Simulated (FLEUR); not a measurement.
**2 ML Fe on MgO(001), 2 substrate layers: from one collinear state to anisotropy**

Wanted: anisotropy for 2 ML Fe on MgO(001), 2 substrate layers, with the cost of each step.

Calculated with FLEUR MaX-R8.1; PBE; all-electron FLAPW film, Dirac cores, scalar-relativistic bands.

## (1) Set-up

The cell holds 6 atoms: 2 Mg, 2 O and 2 Fe. Cell: a = 2.920 Å, b = 2.920 Å, c = 19.656 Å, α = 90.0°, β = 90.0°, γ = 90.0°. Fe above O, typed spacings, unrelaxed. Vacuum lies along c.

As a file:

```cif
data_structure
_symmetry_space_group_name_H-M 'P 1'
_symmetry_Int_Tables_number 1
_cell_length_a 2.9200
_cell_length_b 2.9200
_cell_length_c 19.6560
_cell_angle_alpha 90.000
_cell_angle_beta 90.000
_cell_angle_gamma 90.000
_cell_volume 167.59
loop_
_atom_site_label
_atom_site_type_symbol
_atom_site_fract_x
_atom_site_fract_y
_atom_site_fract_z
_atom_site_occupancy
Mg1 Mg 0.00000 0.00000 0.35613 1
O2 O 0.50000 0.50000 0.35613 1
Mg3 Mg 0.50000 0.50000 0.46327 1
O4 O 0.00000 0.00000 0.46327 1
Fe5 Fe 0.00000 0.00000 0.57367 1
Fe6 Fe 0.50000 0.50000 0.64387 1
```

It is built of layers of Fe (space group 229) and MgO (space group 225).

## (2) Reference state

The force theorems are single passes in this state's potential, so it has to be converged first.

No symmetry is used, so that later steps may turn the spins freely; k and −k are joined. FLEUR takes the sheet as a true film: the images along c are dropped, heights are typed in bohr, and the vacuum on both sides is semi-infinite. inpgen writes inp.xml from crystal.txt; cutoffs, mixing, functional, smearing and local orbitals are then set in the file. The k list scf (kpts.xml, not shown) is a Γ-centred 8×8×1 mesh; where the ranks do not divide the number of points, some are split in two of half the weight.

inp.xml reads:

```
<?xml version="1.0" encoding="UTF-8" standalone="no"?>
<fleurInput fleurInputVersion="0.39">
   <comment>
      MgFeO
   </comment>
   <calculationSetup>
      <cutoffs Kmax="3.78" Gmax="11.3" GmaxXC="11.3" numbands="0"/>
      <scfLoop itmax="150" minDistance="0.00002" maxIterBroyd="15" imix="Anderson" alpha="0.03" precondParam="0.0" spinf="2.0" sdNocoIR="T"/>
      <coreElectrons ctail="F" frcor="F" kcrel="0" coretail_lmax="0"/>
      <xcFunctional name="pbe" relativisticCorrections="F"/>
      <magnetism jspins="2" l_noco="F" l_ss="F">
         <qss>0.0 0.0 0.0</qss>
         <mtNocoParams l_mperp="F" l_mtNocoPot="F" l_relaxSQA="F" mag_mixing_scheme="0" mix_RelaxWeightOffD="1.0" l_constrained="F" mix_constr="1.0"/>
         <sourceFreeMag l_sourceFree="F" l_scaleMag="F" mag_scale="1.0"/>
      </magnetism>
      <soc l_soc="F" theta="0.0" phi="0.0" spav="F"/>
      <expertModes spex="0" secvar="F"/>
      <geometryOptimization l_f="F" forcealpha="1.0" forcemix="BFGS" epsdisp="0.00001" epsforce="0.00001"/>
      <ldaU l_linMix="F" mixParam="0.05" spinf="1.0"/>
   </calculationSetup>
   <cell>
      <bzIntegration valenceElectrons="64.0" mode="hist" fermiSmearingEnergy="0.00183747">
         <kPointListSelection listName="scf"/>
         <xi:include xmlns:xi="http://www.w3.org/2001/XInclude" href="kpts.xml"> </xi:include>
      </bzIntegration>
      <xi:include xmlns:xi="http://www.w3.org/2001/XInclude" href="sym.xml"> </xi:include>
      <filmLattice scale="1.0" dVac="15.83" dTilda="18.33">
         <bravaisMatrixFilm>
            <row-1>    5.5180002838319995     0.0000000000000000</row-1>
            <row-2>    0.0000000000000000     5.5180002838319995</row-2>
         </bravaisMatrixFilm>
         <vacuumEnergyParameters vacuum="1" spinUp="-.25" spinDown="-.25"/>
         <vacuumEnergyParameters vacuum="2" spinUp="-.25" spinDown="-.25"/>
      </filmLattice>
   </cell>
   <atomSpecies>
      <species name="Magnesium (Mg)" element="Mg" atomicNumber="12">
         <mtSphere radius="1.99" gridPoints="659" logIncrement="0.017"/>
         <atomicCutoffs lmax="8" lnonsphr="6"/>
         <electronConfig flipSpins="F">
            <coreConfig>(1s1/2)</coreConfig>
            <valenceConfig>(2s1/2) (2p1/2) (2p3/2) (3s1/2)</valenceConfig>
         </electronConfig>
         <energyParameters s="3" p="3" d="3" f="4"/>
         <lo type="SCLO" l="0" n="2" eDeriv="0"/>
         <lo type="SCLO" l="1" n="2" eDeriv="0"/>
      </species>
      <species name="Oxygen (O)" element="O" atomicNumber="8">
         <mtSphere radius="1.72" gridPoints="569" logIncrement="0.019"/>
         <atomicCutoffs lmax="6" lnonsphr="4"/>
         <electronConfig flipSpins="F">
            <coreConfig>(1s1/2)</coreConfig>
            <valenceConfig>(2s1/2) (2p1/2) (2p3/2)</valenceConfig>
            <stateOccupation state="(2p1/2)" spinUp="0.666667" spinDown="0.666667"/>
            <stateOccupation state="(2p3/2)" spinUp="1.333333" spinDown="1.333333"/>
         </electronConfig>
         <energyParameters s="2" p="2" d="3" f="4"/>
      </species>
      <species name="Iron (Fe) 4.000" element="Fe" atomicNumber="26">
         <mtSphere radius="2.17" gridPoints="717" logIncrement="0.017"/>
         <atomicCutoffs lmax="8" lnonsphr="6"/>
         <electronConfig flipSpins="F">
            <coreConfig>(1s1/2) (2s1/2) (2p1/2) (2p3/2)</coreConfig>
            <valenceConfig>(3s1/2) (3p1/2) (3p3/2) (4s1/2) (3d3/2) (3d5/2)</valenceConfig>
            <stateOccupation state="(3d3/2)" spinUp="2.0" spinDown="0.4"/>
            <stateOccupation state="(3d5/2)" spinUp="3.0" spinDown="0.6"/>
         </electronConfig>
         <energyParameters s="4" p="4" d="3" f="4"/>
         <lo type="SCLO" l="0" n="3" eDeriv="0"/>
         <lo type="SCLO" l="1" n="3" eDeriv="0"/>
      </species>
   </atomSpecies>
   <atomGroups>
      <atomGroup species="Magnesium (Mg)">
         <filmPos label="                   1">.0000000000 .0000000000 -5.3441587085</filmPos>
         <force calculate="T" relaxXYZ="TTT"/>
         <nocoParams  alpha="0.0" beta="0.0"/>
      </atomGroup>
      <atomGroup species="Oxygen (O)">
         <filmPos label="                   2">1.000/2.000 1.000/2.000 -5.3441587085</filmPos>
         <force calculate="T" relaxXYZ="TTT"/>
         <nocoParams  alpha="0.0" beta="0.0"/>
      </atomGroup>
      <atomGroup species="Magnesium (Mg)">
         <filmPos label="                   3">1.000/2.000 1.000/2.000 -1.3643901837</filmPos>
         <force calculate="T" relaxXYZ="TTT"/>
         <nocoParams  alpha="0.0" beta="0.0"/>
      </atomGroup>
      <atomGroup species="Oxygen (O)">
         <filmPos label="                   4">.0000000000 .0000000000 -1.3643901837</filmPos>
         <force calculate="T" relaxXYZ="TTT"/>
         <nocoParams  alpha="0.0" beta="0.0"/>
      </atomGroup>
      <atomGroup species="Iron (Fe) 4.000">
         <filmPos label="                   5">.0000000000 .0000000000 2.7363206921</filmPos>
         <force calculate="T" relaxXYZ="TTT"/>
         <nocoParams  alpha="0.0" beta="0.0"/>
      </atomGroup>
      <atomGroup species="Iron (Fe) 4.000">
         <filmPos label="                   6">1.000/2.000 1.000/2.000 5.3441587085</filmPos>
         <force calculate="T" relaxXYZ="TTT"/>
         <nocoParams  alpha="0.0" beta="0.0"/>
      </atomGroup>
   </atomGroups>
   <output dos="F" band="F" slice="F">
      <bandDOS minEnergy="-.5*Htr" maxEnergy="0.5*Htr" sigma="0.015" storeEVData="T"/>
      <plotting iplot="0" polar="F">
         <plot TwoD="T" vec1="  1.0  0.0  0.0" vec2="  0.0  1.0  0.0" vec3="  0.0  0.0  1.0" zero="  0.0  0.0 -0.5" file="plot"/>
      </plotting>
      <moessbauerParams electricFieldGradient="F" isomerShift="F" coreHyperfine="F" valenceHyperfine="F"/>
   </output>
</fleurInput>
```

crystal.txt reads:

```
MgFeO
&input film=T cartesian=F /
2.92000000000  0.00000000000  0.00000000000
0.00000000000  2.92000000000  0.00000000000
0.00000000000  0.00000000000  1.00000000000
1.8897261246
1.0 1.0 1.0

6
12 0.00000000000  0.00000000000  -5.34415870852
8 0.50000000000  0.50000000000  -5.34415870852
12 0.50000000000  0.50000000000  -1.36439018371
8 0.00000000000  0.00000000000  -1.36439018371
26 0.00000000000  0.00000000000  2.73632069213 : 4.000
26 0.50000000000  0.50000000000  5.34415870852 : 4.000

&kpt div1=8 div2=8 div3=1 gamma=T /
```

Launch:

```bash
$ OMP_NUM_THREADS=1 inpgen -f crystal.txt -nosym -noco > inpgen.log  # inp.xml is then edited as shown
$ OMP_NUM_THREADS=1 mpirun -n 8 fleur_MPI > fleur.log
```

The program printed:

```text
Welcome to FLEUR        (www.flapw.de)
      MaX-Release 8.1          (www.max-centre.eu)

 ========== k-point set info ==========
 Selected k-point list: scf
 k-point list type: mesh
 0 x 0 x 0
 Number of k points: 40

 ------------Calculation Setup---------------------------
 Number of MPI-tasks      :            8
 Number of PE/node        :            8
 Number of OMP-threads    :            1
 k-points in parallel     :            8
 pe's per k-point         :            1
 No of k-point loops      :            5
 Eigenvalue solver        :       lapack
 Number of basis functions:          559
 Approximate size of matrices (H+S) per k-point:         0.009 GB
 --------------------------------------------------------
 Iteration:     1   Distance:      22.27125942 me/bohr^3
 Iteration:     2   Distance:      18.33369788 me/bohr^3
 Iteration:     3   Distance:      16.78373797 me/bohr^3
 Iteration:     4   Distance:      10.44811546 me/bohr^3
 Iteration:     5   Distance:       9.58919701 me/bohr^3
 Iteration:     6   Distance:       7.78602748 me/bohr^3
 Iteration:     7   Distance:       6.26214254 me/bohr^3
 Iteration:     8   Distance:       7.08251277 me/bohr^3
 Iteration:     9   Distance:       5.58898419 me/bohr^3
 Iteration:    10   Distance:       5.62437975 me/bohr^3
[... 28 iterations left out ...]
 Iteration:    39   Distance:       0.00060871 me/bohr^3
 Iteration:    40   Distance:       0.00053864 me/bohr^3
 Iteration:    41   Distance:       0.00030158 me/bohr^3
 Iteration:    42   Distance:       0.00009485 me/bohr^3
 Iteration:    43   Distance:       0.00007984 me/bohr^3
 Iteration:    44   Distance:       0.00006073 me/bohr^3
 Iteration:    45   Distance:       0.00006880 me/bohr^3
 Iteration:    46   Distance:       0.00006813 me/bohr^3
 Iteration:    47   Distance:       0.00005312 me/bohr^3
 Iteration:    48   Distance:       0.00001684 me/bohr^3

 ********************************************************************
 Run finished successfully
 Stop message:
   all done
 ********************************************************************

--- out.xml (last complete iteration) ---
<iteration numberForCurrentRun="   48" overallNumber="   48">
         [... left out ...]
         <bandgap value="0.0000000078" units="eV"/>
         <sumValenceSingleParticleEnergies value="-81.3988035734" units="Htr"/>
         <FermiEnergy value="-0.1361075750" units="Htr"/>
         <valenceDensity>
            <mtCharges spin="1">
               <mtCharge atomType="1" total="4.1869487" s="1.0706800" p="3.0643774" d="0.0421044" f="0.0079209"/>
               <mtCharge atomType="2" total="2.7891467" s="0.8288501" p="1.9577530" d="0.0021305" f="0.0003430"/>
               <mtCharge atomType="3" total="4.1919058" s="1.0690136" p="3.0680540" d="0.0447428" f="0.0081697"/>
               <mtCharge atomType="4" total="2.8097113" s="0.8306120" p="1.9731464" d="0.0050340" f="0.0007589"/>
               <mtCharge atomType="5" total="8.5604988" s="1.1378337" p="3.0920440" d="4.3222778" f="0.0065133"/>
               <mtCharge atomType="6" total="8.6338195" s="1.1503337" p="3.0678663" d="4.4099368" f="0.0044314"/>
            </mtCharges>
            <mtCharges spin="2">
               <mtCharge atomType="1" total="4.1843879" s="1.0687919" p="3.0639841" d="0.0418524" f="0.0079057"/>
               <mtCharge atomType="2" total="2.7881439" s="0.8274765" p="1.9581635" d="0.0020966" f="0.0003393"/>
               <mtCharge atomType="3" total="4.1969039" s="1.0706030" p="3.0715623" d="0.0448795" f="0.0079761"/>
               <mtCharge atomType="4" total="2.7907984" s="0.8281627" p="1.9582981" d="0.0037198" f="0.0005148"/>
               <mtCharge atomType="5" total="5.8697570" s="1.1436184" p="3.1074413" d="1.6120659" f="0.0053857"/>
               <mtCharge atomType="6" total="5.7238304" s="1.1449153" p="3.0810490" d="1.4937004" f="0.0035112"/>
            </mtCharges>
            <spinDependentCharge spin="1" total="34.8222211" interstitial="3.5215741" mtSpheres="31.1720309" vacuum1="0.0771121" vacuum2="0.0515041"/>
            <spinDependentCharge spin="2" total="29.1777792" interstitial="3.5308933" mtSpheres="25.5538214" vacuum1="0.0482629" vacuum2="0.0448016"/>
            <totalCharge value="64.0000002998"/>
         </valenceDensity>
         [... left out ...]
         <allElectronCharges>
            <spinDependentCharge spin="1" total="48.8222211" interstitial="3.5215741" mtSpheres="45.1720309" vacuum1="0.0771121" vacuum2="0.0515041"/>
            <spinDependentCharge spin="2" total="43.1777792" interstitial="3.5308933" mtSpheres="39.5538214" vacuum1="0.0482629" vacuum2="0.0448016"/>
            <totalCharge value="92.0000003002"/>
         </allElectronCharges>
         <magneticMomentsInMTSpheres units="muBohr">
            <globalMagMoment atomType="1" vec="0.00000   0.00000   0.00256"/>
            <localMagMoment atomType="1" vec="0.00000   0.00000   0.00256"/>
            <globalMagMoment atomType="2" vec="0.00000   0.00000   0.00100"/>
            <localMagMoment atomType="2" vec="0.00000   0.00000   0.00100"/>
            <globalMagMoment atomType="3" vec="0.00000   0.00000  -0.00500"/>
            <localMagMoment atomType="3" vec="0.00000   0.00000  -0.00500"/>
            <globalMagMoment atomType="4" vec="0.00000   0.00000   0.01891"/>
            <localMagMoment atomType="4" vec="0.00000   0.00000   0.01891"/>
            <globalMagMoment atomType="5" vec="0.00000   0.00000   2.69074"/>
            <localMagMoment atomType="5" vec="0.00000   0.00000   2.69074"/>
            <globalMagMoment atomType="6" vec="0.00000   0.00000   2.90999"/>
            <localMagMoment atomType="6" vec="0.00000   0.00000   2.90999"/>
         </magneticMomentsInMTSpheres>
         <moessbauerParams unitsHFF="kG" unitsIS="e/bohr^3" unitsEFG="Htr/bohr^2">
         </moessbauerParams>
         <totalEnergy value="    -3096.9199451659" units="Htr">
            <sumOfEigenvalues value="    -1796.1160211599">
               <coreElectrons value="-1714.7172175865"/>
               <valenceElectrons value="-81.3988035734"/>
            </sumOfEigenvalues>
            <densityCoulombPotentialIntegral value="-4718.1570663688"/>
            <densityEffectivePotentialIntegral value="-4928.0549749922"/>
            <chargeDenXCDenIntegral value="-162.0650094393"/>
            <FockExchangeEnergyValence value="0.0000000000"/>
            <FockExchangeEnergyCore value="0.0000000000"/>
            <atomTypeDependentContributions atomType="1">
               <electronNucleiInteractionDifferentMTs value="237.2440699940"/>
               <MadelungTerm value="-2.9678084229"/>
            </atomTypeDependentContributions>
            <atomTypeDependentContributions atomType="2">
               <electronNucleiInteractionDifferentMTs value="89.2172336158"/>
               <MadelungTerm value="-0.2997170475"/>
            </atomTypeDependentContributions>
            <atomTypeDependentContributions atomType="3">
               <electronNucleiInteractionDifferentMTs value="237.3209456112"/>
               <MadelungTerm value="-2.9905556213"/>
            </atomTypeDependentContributions>
            <atomTypeDependentContributions atomType="4">
               <electronNucleiInteractionDifferentMTs value="89.3083925067"/>
               <MadelungTerm value="-0.1738151217"/>
            </atomTypeDependentContributions>
            <atomTypeDependentContributions atomType="5">
               <electronNucleiInteractionDifferentMTs value="1517.3826874175"/>
               <MadelungTerm value="-6.7266436037"/>
            </atomTypeDependentContributions>
            <atomTypeDependentContributions atomType="6">
               <electronNucleiInteractionDifferentMTs value="1516.9045228403"/>
               <MadelungTerm value="-7.1789645719"/>
            </atomTypeDependentContributions>
            <tkbTimesEntropy value="0.0011764244"/>
            <freeEnergy value="-3096.9211215903"/>
            <extrapolationTo0K value="-3096.9205333781"/>
         </totalEnergy>
         <densityConvergence units="me/bohr^3">
            <chargeDensity spin="1" distance="0.0000129512"/>
            <chargeDensity spin="2" distance="0.0000084714"/>
            <overallChargeDensity distance="0.0000168413"/>
            <spinDensity distance="0.0000139773"/>
         </densityConvergence>
      </iteration>
```

The job ended after 2.8 min (8 MPI ranks of Arm Neoverse V2, shared host; peak memory 1.8 GiB).

Spin moment in the muffin-tin sphere by atom:

| atom | spin moment in the muffin-tin sphere (μB) |
| --- | --- |
| Mg1 | 0.00 |
| O2 | 0.00 |
| Mg3 | -0.01 |
| O4 | 0.02 |
| Fe5 | 2.69 |
| Fe6 | 2.91 |

This step gave:

```
free energy                                                       : -84271.5168 eV
program's band gap on this mesh (in a metal only a level spacing) : 7.80e-9 eV
magnetization                                                     : 5.644 μB
final state                                                       : ferromagnetic
```

After 48 cycles the largest moment stands at 2.91 μB.

## (3) Energy against the direction of the moments, rung 1

Anisotropy is a small difference, so it is taken from sums over occupied states at a frozen potential, where most errors cancel.

One pass with spin–orbit coupling for each direction, from the saved density. The k list mae (kpts.xml, not shown) is a Γ-centred 12×12×1 mesh.

Edit inp.xml of step 2 so:

```diff
@@ -6,4 +6,4 @@
    <calculationSetup>
-      <cutoffs Kmax="3.78" Gmax="11.3" GmaxXC="11.3" numbands="0"/>
-      <scfLoop itmax="150" minDistance="0.00002" maxIterBroyd="15" imix="Anderson" alpha="0.03" precondParam="0.0" spinf="2.0" sdNocoIR="T"/>
+      <cutoffs Kmax="3.78" Gmax="11.3" GmaxXC="11.3" numbands="160"/>
+      <scfLoop itmax="1" minDistance="0.00002" maxIterBroyd="15" imix="Anderson" alpha="0.03" precondParam="0.0" spinf="2.0" sdNocoIR="T"/>
       <coreElectrons ctail="F" frcor="F" kcrel="0" coretail_lmax="0"/>
@@ -15,3 +15,3 @@
       </magnetism>
-      <soc l_soc="F" theta="0.0" phi="0.0" spav="F"/>
+      <soc l_soc="T" theta="0.0" phi="0.0" spav="F"/>
       <expertModes spex="0" secvar="F"/>
@@ -22,3 +22,3 @@
       <bzIntegration valenceElectrons="64.0" mode="hist" fermiSmearingEnergy="0.00183747">
-         <kPointListSelection listName="scf"/>
+         <kPointListSelection listName="mae"/>
          <xi:include xmlns:xi="http://www.w3.org/2001/XInclude" href="kpts.xml"> </xi:include>
@@ -111,2 +111,5 @@
    </output>
+   <forceTheorem>
+      <MAE theta="0.0 1.5707963 1.5707963" phi="0.0 0.0 1.5707963"/>
+   </forceTheorem>
 </fleurInput>
```

Launch:

```bash
$ OMP_NUM_THREADS=1 mpirun -n 8 fleur_MPI -warn_only > fleur.log
```

The program printed:

```text
[banner, memory and clock lines left out]
Welcome to FLEUR        (www.flapw.de)
      MaX-Release 8.1          (www.max-centre.eu)

 ========== k-point set info ==========
 Selected k-point list: mae
 k-point list type: mesh
 0 x 0 x 0
 Number of k points: 144

 [... set-up left out ...]
 ********************************************************************
 Run finished successfully
 Stop message:
   Forcetheorem MAE
 ********************************************************************

--- out.xml (force theorem) ---
<Forcetheorem_MAE Angles="3" units="Htr">
            <Angle theta="0.0000000" phi="0.0000000" ev-sum="-81.400284591"/>
            <Angle theta="1.5707963" phi="0.0000000" ev-sum="-81.400248337"/>
            <Angle theta="1.5707963" phi="1.5707963" ev-sum="-81.400248337"/>
         </Forcetheorem_MAE>
```

Elapsed: 49 s, on 8 MPI ranks; peak memory 1.9 GiB; 6.5 min of CPU time.

Anisotropy energies, by row:

| axis | x | y | z | band energy less the first axis' (meV a cell) |
| --- | --- | --- | --- | --- |
| z | 0 | 0 | 1 | 0 |
| x | 1 | 0 | 0 | 0.9865 |
| y | 0 | 1 | 0 | 0.9865 |

Shape anisotropy is not in these numbers.

## (4) Energy against the direction of the moments, rung 2

A second rung shows how far the first can be trusted.

The k list mae (kpts.xml, not shown) is a Γ-centred 18×18×1 mesh.

inp.xml is that of step 3.

The program printed:

```text
[banner, memory and clock lines left out]
Welcome to FLEUR        (www.flapw.de)
      MaX-Release 8.1          (www.max-centre.eu)

 ========== k-point set info ==========
 Selected k-point list: mae
 k-point list type: mesh
 0 x 0 x 0
 Number of k points: 328

 [... set-up left out ...]
 ********************************************************************
 Run finished successfully
 Stop message:
   Forcetheorem MAE
 ********************************************************************

--- out.xml (force theorem) ---
<Forcetheorem_MAE Angles="3" units="Htr">
            <Angle theta="0.0000000" phi="0.0000000" ev-sum="-81.400216242"/>
            <Angle theta="1.5707963" phi="0.0000000" ev-sum="-81.400178129"/>
            <Angle theta="1.5707963" phi="1.5707963" ev-sum="-81.400178129"/>
         </Forcetheorem_MAE>
```

Run time: 1.8 min. Hardware: 8 MPI ranks; peak memory 3 GiB; 14 min of CPU time.

Anisotropy energies, by row:

| axis | x | y | z | band energy less the first axis' (meV a cell) |
| --- | --- | --- | --- | --- |
| z | 0 | 0 | 1 | 0 |
| x | 1 | 0 | 0 | 1.037 |
| y | 0 | 1 | 0 | 1.037 |

(Part 1 of 2 ends here.)

[Logs and program files are shortened in this print: banners, set-up blocks, solver, clock and traceback lines can be left out without a mark of their own.]

[Logs are printed without paths, hosts, clocks, repeated set-up lines and the standing remarks that a program may print on its own settings, such as how far it seeks lower states.]

[Hosts, paths, dates, database ids (printed as entryN), source tags and the programs' standing remarks are cut or masked in the printed files.]

[Where a cell is said to come from a database of computed structures, the database is the Materials Project.]
